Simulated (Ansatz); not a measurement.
# GaSb: band structure with PBEsol

**Measured values to compare with.**

From a printed reference work, data compilation, for a bulk crystal of GaSb at 4.2 K: band gap 0.811 eV (direct).

Crystal: GaSb.

```xyz
2
Lattice="0.0000 3.0590 3.0590 3.0590 0.0000 3.0590 3.0590 3.0590 0.0000" Properties=species:S:1:pos:R:3 pbc="T T T"
Sb    4.5885    4.5885    4.5885
Ga    0.0000    0.0000    0.0000
```

```
Program                             : Ansatz 0.2.0
Task                                : band structure
Functional                          : PBEsol
Potentials or basis                 : Ansatz PAW
Cutoff                              : 420 eV (not typed: the program's choice for these potentials)
k mesh                              : 8 × 8 × 8
Occupations                         : fermi-dirac, width 0.05 eV
Spin                                : spin-orbit coupling, no magnetisation
Path                                : [["G", "X", "W", "K", "G", "L", "U", "W", "L", "K"], ["U", "X"]]
Points for each segment of the path : 14
```

* Pressure: -0.1 GPa
* Band gap on the k mesh: none (metal or under the smearing width)

Levels at the corners of the path, in eV from the Fermi level:
```csv
point,band 25,band 26,band 27,band 28,band 29,band 30,band 31,band 32
Γ,-0.22,-0.22,0.02,0.02,0.02,0.02,2.42,2.42
X,-2.93,-2.93,-2.67,-2.67,0.64,0.64,0.96,0.96
W,-3.78,-3.45,-3.34,-3.33,3.22,3.62,4.03,4.08
K,-3.96,-3.76,-2.42,-2.40,1.12,1.15,3.54,3.68
Γ,-0.22,-0.22,0.02,0.02,0.02,0.02,2.42,2.42
L,-1.58,-1.58,-1.17,-1.17,0.14,0.14,3.46,3.46
U,-3.96,-3.76,-2.42,-2.40,1.12,1.15,3.54,3.68
W,-3.78,-3.45,-3.34,-3.33,3.22,3.62,4.03,4.08
L,-1.58,-1.58,-1.17,-1.17,0.14,0.14,3.46,3.46
K,-3.96,-3.76,-2.42,-2.40,1.12,1.15,3.54,3.68
U,-3.96,-3.76,-2.42,-2.40,1.12,1.15,3.54,3.68
X,-2.93,-2.93,-2.67,-2.67,0.64,0.64,0.96,0.96
```

Run time: 26 s on 2 threads of Arm Neoverse V1 (shared host), peak memory 0.62 GiB.

Measured gap of GaSb: 0.811 eV (direct; 4.2 K; a printed reference work, data compilation). This calculation gives 0.00 eV (-0.81 eV). The value is that of PBEsol on a finite k mesh, which can miss the band edges, without temperature or zero-point motion. Semilocal functionals fall short of measured gaps as a rule.

Caveat: the PAW data sets come from PBE, with cores solved anew for the run's functional, which leaves a small shift of forces and pressure; this crystal is a semiconductor, whose small gap the functional closes, so the metal is an error of the method.
